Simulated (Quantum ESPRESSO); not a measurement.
Input of a Quantum ESPRESSO 7.5 run:

The input pw.in:

```
&CONTROL
  calculation = 'vc-relax'
  prefix = 'pwscf'
  outdir = './tmp'
  pseudo_dir = './pseudo'
  tprnfor = .true.
  tstress = .true.
  disk_io = 'low'
  nstep = 40
  forc_conv_thr = 0.0004
  etot_conv_thr = 1d-05
/
&SYSTEM
  ibrav = 0
  nat = 2
  ntyp = 2
  ecutwfc = 63
  ecutrho = 506
  nbnd = 14
  occupations = 'smearing'
  smearing = 'fd'
  degauss = 0.00367493
/
&ELECTRONS
  conv_thr = 4d-10
  electron_maxstep = 120
  mixing_beta = 0.5
/
&IONS
  ion_dynamics = 'bfgs'
/
&CELL
  cell_dynamics = 'bfgs'
  press = 20
  press_conv_thr = 0.3
/
ATOMIC_SPECIES
Na    22.9898 na_pbe_v1.5.uspp.F.UPF
F     18.9984 f_pbe_v1.4.uspp.F.UPF
CELL_PARAMETERS angstrom
   0.0000000000    2.3200000000    2.3200000000
   2.3200000000    0.0000000000    2.3200000000
   2.3200000000    2.3200000000    0.0000000000
ATOMIC_POSITIONS crystal
Na     0.0000000000    0.0000000000    0.0000000000
F      0.5000000000    0.5000000000    0.5000000000
K_POINTS automatic
10 10 10 0 0 0
```

Potentials or basis: SSSP 1.3 efficiency PBE.

Run with:

```console
$ OMP_NUM_THREADS=1 pw.x -in pw.in > pw.out
```

Problem. Predict the relaxed cell.

Solution. a = 3.290 Å, b = 3.290 Å, c = 3.290 Å, α = 60.00°, β = 60.00°, γ = 60.00°.

Problem. Predict the relaxed volume.

Solution. 12.59 Å³/atom.

Problem. What does it give for the space group after relaxing (to 0.05 Å)?

Solution. Fm-3m (No. 225).

Final structure:
```
Na F
1.0
     0.00000    2.32637    2.32637
     2.32637    0.00000    2.32637
     2.32637    2.32637    0.00000
Na F
1 1
Direct
  0.00000 0.00000 0.00000
  0.50000 0.50000 0.50000
```

PBE usually gives volumes a little too large and moduli too small. Zero-point motion and thermal expansion aren't in these numbers.
